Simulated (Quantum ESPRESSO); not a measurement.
Crystal: PtS2.

```xyz
3
Lattice="3.5432 0.0000 0.0000 -1.7716 3.0685 0.0000 0.0000 0.0000 5.0388" Properties=species:S:1:pos:R:3 pbc="T T T"
Pt    0.0000    0.0000    0.0000
S     1.7716    1.0228    3.8950
S     0.0000    2.0457    1.1438
```

Base run:

```yaml
Program: Quantum ESPRESSO 7.5
Functional: LDA
Potentials_or_basis: JTH 2.0 LDA
Cutoff: 490 eV
Density_cutoff: 2939 eV
k_mesh: 7 × 7 × 4
Occupations: fermi-dirac, width 0.05 eV
Spin: no spin polarisation
```

Its results: band gap on the k mesh 0.70 eV, indirect (least direct gap 0.87 eV); pressure 3.8 GPa; largest force 0.878 eV/Å.

**Question.** The run is repeated on the same cell with these changes: functional from LDA to r2SCAN; potentials or basis from JTH 2.0 LDA to SG15 PBE 1.2; cutoff from 490 eV to 952 eV; density cutoff from 2939 eV to 3810 eV; valence electrons from 22 to 30. What comes out?

**Answer.** Band gap on the k mesh 1.03 eV, indirect (least direct gap 1.22 eV); pressure 9.3 GPa; largest force 1.235 eV/Å.

Caveats: spin-orbit coupling is left out, which moves the levels of the heavy elements; the cutoff is low for these files, which shifts pressure and relaxed volume (some runs); the Wannier minimisation didn't converge (some runs); the potentials were made for another functional, which shifts forces and pressure (some runs).

A k mesh can miss the band edges.

Not every run made on this cell is shown here.
